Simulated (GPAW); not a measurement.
A run of GPAW 26.7.0:

Contents of run.py:

```python
from ase.filters import FrechetCellFilter
from ase.io import read, write
from ase.optimize import BFGS
from ase.units import GPa
from gpaw import GPAW, PW, setup_paths

setup_paths.insert(0, '.')

atoms = read('POSCAR')

calc = GPAW(mode=PW(600),
            xc='PBEsol',
            kpts={'size': (10, 10, 8), 'gamma': True},
            occupations={'name': 'fermi-dirac', 'width': 0.05},
            nbands=20,
            convergence={'density': 1e-05, 'forces': 0.0001},
            maxiter=150,
            txt='gpaw.txt')
atoms.calc = calc
opt = BFGS(FrechetCellFilter(atoms, scalar_pressure=5 * GPa), trajectory='relax.traj', logfile='-')
done = opt.run(fmax=0.02, steps=60)
calc.write('gs.gpw')
write('result.traj', atoms)
print('Converged:', done)
print('Cell:', atoms.cell.cellpar().round(4))
print('Volume:', round(atoms.get_volume(), 4))
print(atoms.get_scaled_positions().round(5))
```

File POSCAR:

```
MoP
1.0
    3.2230000000      0.0000000000      0.0000000000
   -1.6115000000      2.7911998764      0.0000000000
    0.0000000000      0.0000000000      3.1910000000
Mo P
1 1
Direct
    0.0000000000      0.0000000000      0.0000000000
    0.3333333333      0.6666666667      0.5000000000
```

Potentials or basis: PAW data sets generated in the run's folder for this functional, pw.

Launch:

```sh
$ gpaw-setup -f PBEsol Mo P
$ OMP_NUM_THREADS=1 python run.py
```

Hardware: 1 thread of Arm Neoverse V1, on a shared host.

**Question.** Estimate the wall time of this run.

**Answer.** Run time: 110 s on 1 thread of Arm Neoverse V1, on a shared host, peak memory 0.22 GiB. Counts: scf iterations 46, plane waves 974, bands 20, k points 70, ion steps 5.
